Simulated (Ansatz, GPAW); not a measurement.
# P with PBE in single-zeta orbitals from a Python script

These are simulated results from GPAW 26.7.0, not measurements. The cell began as a database structure and was relaxed with r2SCAN+rVV10 in plane waves (Ansatz 0.2.0). All runs are without spin polarisation.

It is orthorhombic, Pmna (No. 53); conventional cell a = 3.288 Å, b = 34.870 Å, c = 4.587 Å, 131.50 Å³ an atom. P is surrounded by 3 P at 2.21–2.25 Å.

The basis is minimal: single zeta, one radial function for each shell that the log's basis lists. It describes the filled bands fairly and the empty ones poorly.

Input script:

```python
import json
from ase import Atoms
from gpaw import GPAW, PW, FermiDirac

atoms = Atoms(['P', 'P', 'P', 'P'],
              cell=[[3.288413, 0.0, 0.0], [0.0, 34.870008, 0.0], [0.0, 0.0, 4.587341]],
              scaled_positions=[[0.0, 0.970035, 0.589739], [0.0, 0.029965, 0.410261], [0.5, 0.029965, 0.089739], [0.5, 0.970035, 0.910261]],
              pbc=True)
calc = GPAW(mode='lcao', basis='sz(dzp)', h=0.2, xc='PBE', kpts={'size': (6, 1, 4), 'gamma': True},
            occupations=FermiDirac(0.02), maxiter=100, legacy_gpaw=True, txt='gpaw.txt')
atoms.calc = calc
res = {'energy': atoms.get_potential_energy(force_consistent=True)}
res['electrons'] = calc.get_number_of_electrons()
res['k'] = calc.get_ibz_k_points().tolist()
res['levels'] = [calc.get_eigenvalues(kpt=i).tolist() for i in range(len(res['k']))]
points = [[0.0, 0.0, 0.0], [0.5, 0.0, 0.0], [0.5, 0.5, 0.0], [0.0, 0.5, 0.0], [0.0, 0.0, 0.5], [0.5, 0.0, 0.5], [0.5, 0.5, 0.5], [0.0, 0.5, 0.5], [-0.052083, 0.0, 0.0]]
bands = calc.fixed_density(kpts=points, symmetry='off', txt='bands.txt')
res['points'] = [bands.get_eigenvalues(kpt=i).tolist() for i in range(len(points))]
json.dump(res, open('results.json', 'w'))
print('free energy (eV):', round(res['energy'], 5))
```

Command: `python run.py`. It took 5.5 s on 1 thread of Arm Neoverse V1 (shared host), peak memory 0.26 GiB.

The log gpaw.txt, trimmed of paths, versions and times, then the last line on the terminal. An iter line gives the energy in eV and the logarithms of the changes of orbitals (plane waves alone) and density (c: converged):

```
___ ___ ___ _ _ _
 |   |   |_  | | | |

 | | | | | . | | | |

 |__ |  _|___|_____|  26.7.0
 |___|_|

Input parameters:
  basis: sz(dzp)
  h: 0.2
  kpts: {gamma: True,
         size: (6, 1, 4)}
  maxiter: 100
  mode: lcao
  occupations: {fixmagmom: False,
                name: fermi-dirac,
                width: 0.02}
  xc: PBE

System changes: positions, numbers, cell, pbc, initial_charges, initial_magmoms

Initialize ...

species:
  P:
    name:    Phosphorus
    Z:       15.0
    valence: 5
    core:    10
    charge:  0.0  # [|e|]
    compensation charges:
      type: gauss
      rc: 0.30  # [Å]
      lmax: 2
    cutoffs:
      filter: 1.69  # [Å]
      core: 1.81  # [Å]
    projectors
    | kind |    occ | energy [eV] | rcut [Å] |

    |------|--------|-------------|----------|

    |   3s |  2.000 |     -13.968 |    0.953 |

    |   3p |  3.000 |      -5.506 |    0.953 |

    |    s |        |      13.244 |    0.953 |

    |    p |        |      21.705 |    0.953 |

    |    d |        |       0.000 |    0.953 |

    LCAO basis set for P:
      Name: sz(dzp)
      Number of radial functions: 2
      Number of spherical harmonics: 4
        l=0, rc=6.0938 Bohr: 3s-sz confined orbital
        l=1, rc=7.7031 Bohr: 3p-sz confined orbital
      Number of RI-basis functions 0

Reference energy: -37211.654635  # eV

Spin-paired calculation

Convergence criteria:
 Maximum [total energy] change in last 3 cyles: 0.0005 eV / valence electron
 Maximum integral of absolute [dens]ity change: 0.0001 electrons / valence electron
 Maximum integral of absolute [eigenst]ate change: 4e-08 eV^2 / valence electron
 Maximum number of scf [iter]ations: 100
 (Square brackets indicate name in SCF output, whereas a 'c' in
 the SCF output indicates the quantity has converged.)

Symmetries present (total): 4

  ( 1  0  0)  ( 1  0  0)  (-1  0  0)  (-1  0  0)
  ( 0  1  0)  ( 0 -1  0)  ( 0  1  0)  ( 0 -1  0)
  ( 0  0  1)  ( 0  0 -1)  ( 0  0  1)  ( 0  0 -1)

24 k-points: 6 x 1 x 4 Monkhorst-Pack grid + [1/12,0.000000,1/8]
12 k-points in the irreducible part of the Brillouin zone
       k-points in crystal coordinates                weights
   0:     0.00000000    0.00000000    0.00000000          1/24
   1:     0.00000000    0.00000000    0.25000000          2/24
   2:     0.00000000    0.00000000    0.50000000          1/24
   3:     0.16666667    0.00000000    0.00000000          2/24
   4:     0.16666667    0.00000000    0.25000000          4/24
   5:     0.16666667    0.00000000    0.50000000          2/24
   6:     0.33333333    0.00000000    0.00000000          2/24
   7:     0.33333333    0.00000000    0.25000000          4/24
   8:     0.33333333    0.00000000    0.50000000          2/24
   9:     0.50000000    0.00000000    0.00000000          1/24
          ...
  11:     0.50000000    0.00000000    0.50000000          1/24

Wave functions: LCAO
  Diagonalizer: Serial LAPACK
  Atomic Correction: dense with blas
  Data-type: complex

Occupation numbers: Fermi-Dirac:
  width: 0.0200  # eV

Eigensolver
   LCAO using direct dense diagonalizer

Densities:
  Coarse grid: 16*176*24 grid
  Fine grid: 32*352*48 grid
  Total Charge: 0.000000

Density mixing:
  Method: separate
  Backend: msr1
  Linear mixing parameter: 0.05
  old densities: 10
  Width of damping distribution: 1.1
  Damping of long wavelength oscillations: 20

Hamiltonian:
  XC and Coulomb potentials evaluated on a 32*352*48 grid
  Using the PBE Exchange-Correlation functional
  Interpolation: tri-quintic (5. degree polynomial)
  Poisson solver: FastPoissonSolver using
    Stencil: 6*3+1=19 point O(h^6) finite-difference Laplacian
    FFT axes: [np.int64(0), np.int64(1), np.int64(2)]
    FST axes: []

XC parameters: PBE with 2 nearest neighbor stencil

Memory estimate:
  Process memory now: 166.45 MiB
  Calculator: 45.43 MiB
    Density: 31.99 MiB
      Arrays: 13.41 MiB
      Localized functions: 8.27 MiB
      Mixer: 10.31 MiB
    Hamiltonian: 9.40 MiB
      Arrays: 8.77 MiB
      XC: 0.00 MiB
      Poisson: 0.00 MiB
      vbar: 0.64 MiB
    Wavefunctions: 4.04 MiB
      C [qnM]: 0.05 MiB
      S, T [2 x qmm]: 0.09 MiB
      P [aqMi]: 0.01 MiB
      BasisFunctions: 3.89 MiB
      Eigensolver: 0.00 MiB

Total number of cores used: 1

Number of atoms: 4
Number of atomic orbitals: 16
Number of bands in calculation: 16
Number of valence electrons: 20
Bands to converge: occupied

... initialized

Initializing position-dependent things.

Density initialized from atomic densities
                      .-------.
                     /|  P    |

                    / |       |

                   / P|       |

                  /   |       |

                 /    |       |

                /     .-------.
               /     /       /
              /     /       /
             /     /       /
            /     /       /
           /     /       /
          /     /       /
         /     /       /
        /     /       /
       /     /       /
      /     /       /
     /     /       /
    /     /       /
   /     /       /
  /     /       /
 *     /       /
 |    /       /
 |   /       /
 |P /       /
 | /       /
 |/   P   /
 *-------*
Positions:
   0 P      0.000000   33.825128    2.705334    ( 0.0000,  0.0000,  0.0000)
   1 P      0.000000    1.044880    1.882007    ( 0.0000,  0.0000,  0.0000)
   2 P      1.644206    1.044880    0.411663    ( 0.0000,  0.0000,  0.0000)
   3 P      1.644206   33.825128    4.175678    ( 0.0000,  0.0000,  0.0000)

Unit cell:
           periodic     x           y           z      points  spacing
  1. axis:    yes    3.288413    0.000000    0.000000    16     0.2055
  2. axis:    yes    0.000000   34.870008    0.000000   176     0.1981
  3. axis:    yes    0.000000    0.000000    4.587341    24     0.1911

  Lengths:   3.288413  34.870008   4.587341
  Angles:   90.000000  90.000000  90.000000

Effective grid spacing dv^(1/3) = 0.1982

iter:   1   -16.597175        c
iter:   2   -16.376440        c -0.94
iter:   3   -14.878911        c -0.97
iter:   4   -14.872929        c -2.07
iter:   5   -14.871170c       c -2.33
iter:   6   -14.871094c       c -3.01
iter:   7   -14.871091c       c -3.81
iter:   8   -14.871091c       c -4.45c

Converged after 8 iterations.

Energy contributions relative to reference atoms: (reference = -37211.654635)

Kinetic:        +48.175603
Potential:      -41.452771
External:        +0.000000
XC:             -21.586208
Entropy (-ST):   -0.000000
Local:           -0.007714
SIC:             +0.000000
--------------------------
Free energy:    -14.871091
Extrapolated:   -14.871091

Showing only first 2 kpts
 Kpt  Band  Eigenvalues  Occupancy
  0     8     -5.86131    2.00000
  0     9     -4.03557    2.00000
  0    10     -3.17925    0.00000
  0    11     -1.89577    0.00000

  1     8     -5.64527    2.00000
  1     9     -4.99333    2.00000
  1    10     -2.60810    0.00000
  1    11     -1.72510    0.00000

Fermi level: -3.63406

Gap: 0.856 eV
Transition (v -> c):
  (s=0, k=0, n=9, [0.00, 0.00, 0.00]) -> (s=0, k=0, n=10, [0.00, 0.00, 0.00])
No difference between direct/indirect transitions

free energy (eV): -14.87109
```

The gap in the log is over the mesh alone; results.json adds the listed points. PBE in single-zeta orbitals gives a gap of 0.86 eV. On the same cell, plane-wave PBE (Ansatz, 8×2×6 k points and the special points) gives a gap of 0.87 eV and r2SCAN a gap of 1.05 eV; on shared hosts these took about 26 and 64 core-seconds on the 4-atom cell, against 5.5 for the script. Semilocal gaps usually lie below measured ones.
